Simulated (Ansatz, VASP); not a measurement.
# Two plane-wave programs on MnO

INCAR

```
SYSTEM = MnO
PREC = Accurate ; ENCUT = 520
EDIFF = 1E-7 ; ISMEAR = -1
SIGMA = 0.05 ; LREAL = .FALSE.
LASPH = .TRUE. ; NELM = 150
ALGO = Normal ; ISIF = 2
LWAVE = .FALSE. ; LCHARG = .FALSE.
ISPIN = 2 ; MAGMOM = 4 0
LORBIT = 11 ; LMAXMIX = 4
GGA = RP ; NBANDS = 20
```

File KPOINTS:

```
regular mesh
0
G
  6 6 6
  0 0 0
```

Contents of POSCAR:

```
MnO
1.0
    0.0000000000      2.2239077028      2.2239077028
    2.2239077028      0.0000000000      2.2239077028
    2.2239077028      2.2239077028      0.0000000000
Mn O
1 1
Direct
    0.0000000000      0.0000000000      0.0000000000
    0.5000000000      0.5000000000      0.5000000000
```

The input input.yaml:

```yaml
crystal:
  lattice:
    - [0.0, 2.2239077028, 2.2239077028]
    - [2.2239077028, 0.0, 2.2239077028]
    - [2.2239077028, 2.2239077028, 0.0]
  atoms:
    - { symbol: Mn, position: [0.0, 0.0, 0.0], spin: 4.0 }
    - { symbol: O, position: [0.5, 0.5, 0.5] }
hamiltonian:
  xc: rpbe
  pseudopotentials: { kind: paw }
magnetization:
  spin_polarized: true
kpoints:
  mp_grid: { grid: [6, 6, 6] }
  band_path:
    path:
      - [[0.0, 0.0, 0.0], [0.5, 0.0, 0.5], [0.5, 0.25, 0.75], [0.375, 0.375, 0.75], [0.0, 0.0, 0.0], [0.5, 0.5, 0.5], [0.625, 0.25, 0.625], [0.5, 0.25, 0.75], [0.5, 0.5, 0.5], [0.375, 0.375, 0.75]]
      - [[0.625, 0.25, 0.625], [0.5, 0.0, 0.5]]
    npoints: 14
scf:
  occupations: { method: fermi_dirac, width: 0.05 }
  n_extra_bands: 6
output:
  forces: true
  stress: true
  eigenvalues: true
  fatbands: false
```

The cell is a database's computed one.

Alike in both runs: functional RPBE; k mesh 6 × 6 × 6; occupations fermi-dirac, width 0.05 eV; collinear spin.

|  | VASP | Ansatz |
| --- | --- | --- |
| version | VASP 6.6.1 | Ansatz 0.2.0 |
| potentials or method | VASP PAW PBE potentials, release 64 (Mn_pv, O) | Ansatz PAW |
| plane-wave cutoff (eV) | 520 | 420 |
| valence electrons in the cell | 19 | 21 |
| task | single point | band structure |

Ansatz gave:

| Item | Value |
| --- | --- |
| gap on the k mesh at the Fermi level (eV) | none |
| pressure (GPa) | 4.6 |
| net moment per atom (μB) | 2.39 |
| size of the moment on the site where the two differ most (μB) | 4.06 |

Q: What did VASP give for the same quantities?

A: gap on the k mesh at the Fermi level (eV): none; pressure (GPa): 4.8; net moment per atom (μB): 2.38; size of the moment on the site where the two differ most (μB): 4.34.

Site moments also hang on the region over which each program counts them. A gap of «none» marks a metal or a gap that the smearing closes. The functional is the same, so the differences come from potentials, cutoffs and numerics. The two sets of potentials don't hold the same shells in valence.

Caveats: the k mesh is coarse (spacing up to 0.41 Å⁻¹), so the values aren't converged; a cell with one magnetic atom can't hold antiferromagnetic order, which such compounds often take; semilocal functionals often make such compounds metallic where correlation or magnetic order opens a gap, which also shifts bond lengths; the PAW data sets were made with another functional, which shifts forces and pressure a little (VASP); the pressure holds a Pulay correction of +0.6 GPa for the finite cutoff (Ansatz); the PAW data sets come from PBE, with cores solved anew for the run's functional, which leaves a small shift of forces and pressure (Ansatz).
